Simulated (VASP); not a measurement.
**VASP inputs for CaO (strained rocksalt)**

INCAR

```
PREC = Accurate
SIGMA = 0.02
ISIF = 2
LWAVE = .FALSE.
NELM = 120
ENCUT = 520
IBRION = -1
NSW = 0
LREAL = .FALSE.
LASPH = .TRUE.
LCHARG = .FALSE.
GGA = PE
NBANDS = 15
EDIFF = 1E-7
ISMEAR = -1
```

KPOINTS

```
KPOINTS created by Atomic Simulation Environment
0
Gamma
10 10 10
0 0 0
```

KPOINTS_OPT

```
special points
7
Reciprocal
0.0000000000 0.0000000000 0.0000000000 1
0.5000000000 0.0000000000 0.5000000000 1
0.6250000000 0.2500000000 0.6250000000 1
0.3750000000 0.3750000000 0.7500000000 1
0.5000000000 0.5000000000 0.5000000000 1
0.5000000000 0.2500000000 0.7500000000 1
0.5000000000 0.5000000000 0.0000000000 1
```

POSCAR

```
Ca O
 1.0000000000000000
     0.0000000000000000    2.4934521147000002    2.3522183391000002
     2.4934521147000002    0.0000000000000000    2.3522183391000002
     2.4934521147000002    2.4934521147000002    0.0000000000000000
 Ca  O
   1   1
Cartesian
  0.0000000000000000  0.0000000000000000  0.0000000000000000
  2.4934521147000002  2.4934521147000002  2.3522183391000002
```

VASP ran with the recommended PBE PAW datasets (16 valence electrons in the cell).

Task: Predict the results.

Result: gap between bands v and c 3.44 eV; least direct gap 4.00 eV; pressure -2.4 GPa.

Band v is the last that the valence electrons fill when counted band by band, and c is the next. Levels in eV from the top of v:

```tsv
point	v−1	v	c	c+1
Γ	-0.13	0.00	4.13	5.91
X	-0.47	-0.36	3.64	7.49
K	-1.08	-0.86	4.79	7.62
L	-1.21	-1.20	6.72	8.00
W	-1.22	-0.94	5.87	6.03
```
